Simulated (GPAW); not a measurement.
# MgB2 (P6/mmm) in GPAW: notebook, part 2 of 2

GPAW 26.7.0. The steps go on from the part before.

### 4 Relaxation of cell and atoms, PBEsol

The input, run.py:

```python
from ase.filters import FrechetCellFilter
from ase.io import read, write
from ase.optimize import FIRE
from gpaw import GPAW, PW, setup_paths

setup_paths.insert(0, '.')

atoms = read('POSCAR')

calc = GPAW(mode=PW(800),
            xc='PBEsol',
            kpts={'size': (10, 10, 8), 'gamma': True},
            occupations={'name': 'fermi-dirac', 'width': 0.05},
            nbands=17,
            convergence={'density': 1e-05, 'forces': 0.0001},
            maxiter=150,
            txt='gpaw.txt')
atoms.calc = calc
opt = FIRE(FrechetCellFilter(atoms), trajectory='relax.traj', logfile='-')
done = opt.run(fmax=0.01, steps=60)
calc.write('gs.gpw')
write('result.traj', atoms)
print('Converged:', done)
print('Cell:', atoms.cell.cellpar().round(4))
print('Volume:', round(atoms.get_volume(), 4))
print(atoms.get_scaled_positions().round(5))
```

The input, POSCAR:

```
MgB2
1.0
    3.0850000000      0.0000000000      0.0000000000
   -1.5425000000      2.6716883707      0.0000000000
    0.0000000000      0.0000000000      3.5230000000
Mg B
1 2
Direct
    0.0000000000      0.0000000000      0.0000000000
    0.6666666667      0.3333333333      0.5000000000
    0.3333333333      0.6666666667      0.5000000000
```

Potentials or basis: PAW data sets generated in the run's folder for this functional, pw.

The run is started by

```console
$ gpaw-setup -f PBEsol B Mg
$ OMP_NUM_THREADS=1 python run.py
```

gpaw.txt:

```text
__  _  _
 | _ |_)|_||  |
 |__||  | ||/\| - 26.7.0

Input parameters:
  mode=PW(ecut=800.0),
  convergence={'density': 1e-05, 'forces': 0.0001},
  kpts=MonkhorstPack(size=(10, 10, 8), gamma=True),
  maxiter=150,
  nbands=17,
  occupations=Occupations(name='fermi-dirac', width=0.05),
  xc=XC(name='PBEsol')

Diagonalizing LCAO Hamiltonian
Converting LCAO to pw mode

         B  B

       Mg

Atoms  # Å, Bohr magnetons
|   | symbol |         x |        y |        z |    initial magnetic moments |
|---|--------|-----------|----------|----------|-----------------------------|
| 0 |     Mg |  0.000000 | 0.000000 | 0.000000 | ( 0.0000,  0.0000,  0.0000) |
| 1 |      B |  1.542500 | 0.890563 | 1.761500 | ( 0.0000,  0.0000,  0.0000) |
| 2 |      B | -0.000000 | 1.781126 | 1.761500 | ( 0.0000,  0.0000,  0.0000) |

Unit cell  # Å
| periodic |         x |        y |        z |  lengths |     angles |
|----------|-----------|----------|----------|----------|------------|
|      yes |  3.085000 | 0.000000 | 0.000000 | 3.085000 |  90.000000 |
|      yes | -1.542500 | 2.671688 | 0.000000 | 3.085000 |  90.000000 |
|      yes |  0.000000 | 0.000000 | 3.523000 | 3.523000 | 120.000000 |

Number of symmetries: 24
Symmetry operations  # r_c * U_cc + t_c -> r_c
|    | kind |            matrix            |
|----|------|------------------------------|
|  0 |  σ   |  1, 1, 0,  0,-1, 0,  0, 0, 1 |
|  1 |  C2  |  1, 1, 0,  0,-1, 0,  0, 0,-1 |
|  2 |  C6  |  1, 1, 0, -1, 0, 0,  0, 0, 1 |
|  3 |  S6  |  1, 1, 0, -1, 0, 0,  0, 0,-1 |
|  4 |  E   |  1, 0, 0,  0, 1, 0,  0, 0, 1 |
|  5 |  σ   |  1, 0, 0,  0, 1, 0,  0, 0,-1 |
|  6 |  σ   |  1, 0, 0, -1,-1, 0,  0, 0, 1 |
|  7 |  C2  |  1, 0, 0, -1,-1, 0,  0, 0,-1 |
|  8 |  σ   |  0, 1, 0,  1, 0, 0,  0, 0, 1 |
[... 944 lines left out ...]
Stress tensor  # eV/Ang^3
|        x |        y |        z |
|----------|----------|----------|
| 0.008312 | 0.000000 | 0.000000 |
| 0.000000 | 0.008312 | 0.000000 |
| 0.000000 | 0.000000 | 0.012344 |

Forces  # eV/Ang
|       x |       y |       z |
|---------|---------|---------|
| 0.00000 | 0.00000 | 0.00000 |  # Mg   0
| 0.00000 | 0.00000 | 0.00000 |  # B    1
| 0.00000 | 0.00000 | 0.00000 |  # B    2

Interpolating wave functions to new cell
[... 2444 lines left out ...]
Stress tensor  # eV/Ang^3
|         x |         y |        z |
|-----------|-----------|----------|
| -0.001325 |  0.000000 | 0.000000 |
|  0.000000 | -0.001325 | 0.000000 |
|  0.000000 |  0.000000 | 0.002521 |

Forces  # eV/Ang
|       x |       y |       z |
|---------|---------|---------|
| 0.00000 | 0.00000 | 0.00000 |  # Mg   0
| 0.00000 | 0.00000 | 0.00000 |  # B    1
| 0.00000 | 0.00000 | 0.00000 |  # B    2

Interpolating wave functions to new cell
[... 1167 lines left out ...]
SCF iterations
|iter     | |      energy | eigst |  dens |force |
|---------|-|-------------|-------|-------|------|
|iter:   1| |  -16.426456 | -7.82c|       |      |
|iter:   2| |  -16.426456 | -9.76c| -5.06c|      |
|iter:   3| |  -16.426456c| -8.97c| -5.08c|      |
|iter:   4| |  -16.426456c| -9.77c| -5.76c|-16.40c|

Converged in 4 steps
Energy contributions relative to reference atoms: (reference = -6769.400023)
[... 290 lines left out ...]
Forces  # eV/Ang
|        x |        y |       z |
|----------|----------|---------|
|  0.00000 |  0.00000 | 0.00000 |  # Mg   0
| -0.00000 | -0.00000 | 0.00000 |  # B    1
|  0.00000 |  0.00000 | 0.00000 |  # B    2

# Writing to gs.gpw (mode='')
```

stdout:

```text
Step          Energy          fmax
FIRE:    0      -16.424262        0.188771
FIRE:    1      -16.425177        0.176333
FIRE:    2      -16.426637        0.152330
FIRE:    3      -16.428146        0.118251
FIRE:    4      -16.429129        0.076351
FIRE:    5      -16.429206        0.037216
FIRE:    6      -16.429217        0.036437
FIRE:    7      -16.429238        0.034896
FIRE:    8      -16.429265        0.032630
FIRE:    9      -16.429299        0.029704
FIRE:   10      -16.429336        0.027442
FIRE:   11      -16.429381        0.026562
FIRE:   12      -16.429426        0.025455
FIRE:   13      -16.429469        0.023889
FIRE:   14      -16.429512        0.021687
FIRE:   15      -16.429551        0.018595
FIRE:   16      -16.429574        0.014257
FIRE:   17      -16.429579        0.010223
FIRE:   18      -16.429579        0.010054
FIRE:   19      -16.429579        0.009712
Converged: True
Cell: [  3.0696   3.0696   3.4853  90.      90.     120.    ]
Volume: 28.4404
[[0.      0.      0.     ]
 [0.66667 0.33333 0.5    ]
 [0.33333 0.66667 0.5    ]]
```

It took 7.7 min on 1 thread of Intel Xeon at 2.70GHz, shared host; peak memory 0.42 GiB.

Results:

```yaml
Free_energy: -16.4296 eV
Relaxed_volume: 9.48 Å³/atom
Relaxed_cell: a = 3.070 Å, b = 3.070 Å, c = 3.485 Å, α = 90.00°, β = 90.00°, γ = 120.00°
Space_group_after_relaxing_to_0.05_Å: P6/mmm (No. 191)
Energy_gained_by_relaxing: 1.8 meV/atom
Ionic_steps: 20
Pressure_after_relaxing: -0.2 GPa
Band_gap_on_the_k_mesh: none (metal or under the smearing width)
```

Step by step:
```csv
step,energy change (eV),largest force (eV/Å),pressure (GPa),volume (Å³)
1,0.0000,0.0000,-3.06,29.04
2,-0.0009,0.0000,-2.79,28.98
3,-0.0024,0.0000,-2.27,28.88
4,-0.0039,0.0000,-1.55,28.74
5,-0.0048,0.0000,-0.67,28.57
6,-0.0049,0.0000,0.25,28.40
7,-0.0049,0.0000,0.25,28.40
8,-0.0049,0.0000,0.23,28.40
9,-0.0050,0.0000,0.21,28.41
10,-0.0050,0.0000,0.18,28.41
11,-0.0050,0.0000,0.14,28.41
12,-0.0051,0.0000,0.10,28.42
13,-0.0051,0.0000,0.06,28.42
14,-0.0052,0.0000,0.01,28.43
15,-0.0052,0.0000,-0.05,28.44
16,-0.0053,0.0000,-0.10,28.44
17,-0.0053,0.0000,-0.14,28.44
18,-0.0054,0.0000,-0.16,28.44
19,-0.0054,0.0000,-0.16,28.44
20,-0.0054,0.0000,-0.16,28.44
```

Final structure:
```cif
data_structure
_symmetry_space_group_name_H-M 'P 1'
_symmetry_Int_Tables_number 1
_cell_length_a 3.0696
_cell_length_b 3.0696
_cell_length_c 3.4853
_cell_angle_alpha 90.000
_cell_angle_beta 90.000
_cell_angle_gamma 120.000
_cell_volume 28.44
loop_
_atom_site_label
_atom_site_type_symbol
_atom_site_fract_x
_atom_site_fract_y
_atom_site_fract_z
_atom_site_occupancy
Mg1 Mg 0.00000 0.00000 0.00000 1
B1 B 0.66667 0.33333 0.50000 1
B2 B 0.33333 0.66667 0.50000 1
```

Caveat: later steps reuse the first step's grids.

### 5 Relaxation of cell and atoms, PBE+D3(BJ)

The input, run.py:

```python
from ase import Atoms
from ase.calculators.mixing import SumCalculator
from ase.filters import FrechetCellFilter
from ase.io import write
from ase.optimize import BFGS
from dftd3.ase import DFTD3
from gpaw import GPAW, PW

atoms = Atoms(['Mg', 'B', 'B'],
              cell=[[3.085, 0.0, 0.0],
                    [-1.5425, 2.6716883707, 0.0],
                    [0.0, 0.0, 3.523]],
              scaled_positions=[[0.0, 0.0, 0.0],
                                [0.6666666667, 0.3333333333, 0.5],
                                [0.3333333333, 0.6666666667, 0.5]],
              pbc=True)

calc = GPAW(mode=PW(800),
            xc='PBE',
            kpts={'size': (10, 10, 8), 'gamma': True},
            occupations={'name': 'fermi-dirac', 'width': 0.05},
            nbands=17,
            convergence={'density': 1e-05, 'forces': 0.0001},
            maxiter=150,
            txt='gpaw.txt')
atoms.calc = SumCalculator([calc, DFTD3(method='pbe', damping='d3bj')])
opt = BFGS(FrechetCellFilter(atoms), trajectory='relax.traj', logfile='-')
done = opt.run(fmax=0.01, steps=100)
calc.write('gs.gpw')
write('result.traj', atoms)
print('Converged:', done)
print('Cell:', atoms.cell.cellpar().round(4))
print('Volume:', round(atoms.get_volume(), 4))
print(atoms.get_scaled_positions().round(5))
```

Potentials or basis: GPAW PAW data sets (gpaw-data 1.2.1), pw.

The run is started by

```console
$ OMP_NUM_THREADS=1 python run.py
```

Run time: 2.4 min. Hardware: 1 thread of Intel Xeon at 2.70GHz, shared host; peak memory 0.34 GiB.

The run converged. Its results:

| Quantity | Value |
| --- | --- |
| Free energy | -16.2957 eV |
| Relaxed volume | 9.28 Å³/atom |
| Relaxed cell | a = 3.053 Å, b = 3.053 Å, c = 3.450 Å, α = 90.00°, β = 90.00°, γ = 120.00° |
| Space group after relaxing (to 0.05 Å) | P6/mmm (No. 191) |
| Energy gained by relaxing | 7.2 meV/atom |
| Ionic steps | 7 |
| Pressure after relaxing | -0.1 GPa |
| Band gap on the k mesh | none (metal or under the smearing width) |
| Dispersion energy per atom | -0.294 eV |

The path:
```csv
step,energy change (eV),largest force (eV/Å),pressure (GPa),volume (Å³)
1,0.0000,0.0000,-5.94,29.04
2,-0.0049,0.0000,-5.22,28.89
3,-0.0201,0.0000,0.19,27.87
4,-0.0203,0.0000,0.03,27.89
5,-0.0213,0.0000,-0.43,27.94
6,-0.0217,0.0000,-0.34,27.90
7,-0.0217,0.0000,-0.08,27.85
```

Final structure:
```
CELL_PARAMETERS angstrom
3.05307 0.00000 0.00000
-1.52653 2.64403 0.00000
0.00000 0.00000 3.44951
ATOMIC_POSITIONS crystal
Mg 0.00000 0.00000 0.00000
B 0.66667 0.33333 0.50000
B 0.33333 0.66667 0.50000
```

Levels at points of the mesh, in eV from the Fermi level:
```tsv
k point	band 6	band 7	band 8	band 9	band 10	band 11
(0.00, 0.00, 0.00)	-2.95	0.29	0.29	1.89	6.33	6.33
(0.00, 0.00, 0.50)	-7.64	0.71	0.71	6.66	6.66	8.02
(0.50, 0.50, 0.00)	-8.06	-2.30	0.22	3.18	3.85	5.62
(0.50, 0.50, 0.50)	-7.08	-3.72	-1.99	-1.38	5.85	9.06
```

Caveat: later steps reuse the first step's grids; pairwise dispersion overbinds metals, which lowers pressure and volume.

### 6 Overview

| task | level | potentials or basis | cell | smearing | eigensolver | optimizer | fmax | max steps | convergence | gap on the mesh (eV) | pressure (GPa) | relaxed volume (Å³/atom) |
| --- | --- | --- | --- | --- | --- | --- | --- | --- | --- | --- | --- | --- |
| relaxation of cell and atoms | BLYP | PAW data sets generated in the run's folder for this functional, pw | relaxed | fermi-dirac 0.05 eV | davidson | FIRE | 0.02 eV/Å | 60 | density=1e-05 forces=0.0001 | none | -0.1 | 9.74 |
| single point | PBE | GPAW PAW data sets (gpaw-data 1.2.1), pw | as given | gaussian 0.012 eV | - | - | - | - | - | none | -1.1 | - |
| relaxation of cell and atoms | PBEsol | PAW data sets generated in the run's folder for this functional, pw | relaxed | fermi-dirac 0.05 eV | - | FIRE | 0.01 eV/Å | 60 | density=1e-05 forces=0.0001 | none | -0.2 | 9.48 |
| relaxation of cell and atoms | PBE+D3(BJ) | GPAW PAW data sets (gpaw-data 1.2.1), pw | relaxed | fermi-dirac 0.05 eV | - | BFGS | 0.01 eV/Å | 100 | density=1e-05 forces=0.0001 | none | -0.1 | 9.28 |

Alike in all rows: no spin polarisation; k mesh 10 × 10 × 8; cutoff (eV) 800.

Caveats: later steps reuse the first step's grids (some runs); pairwise dispersion overbinds metals, which lowers pressure and volume (some runs).

Total energies depend on the potentials used, so only differences within one code and one set of settings carry meaning.
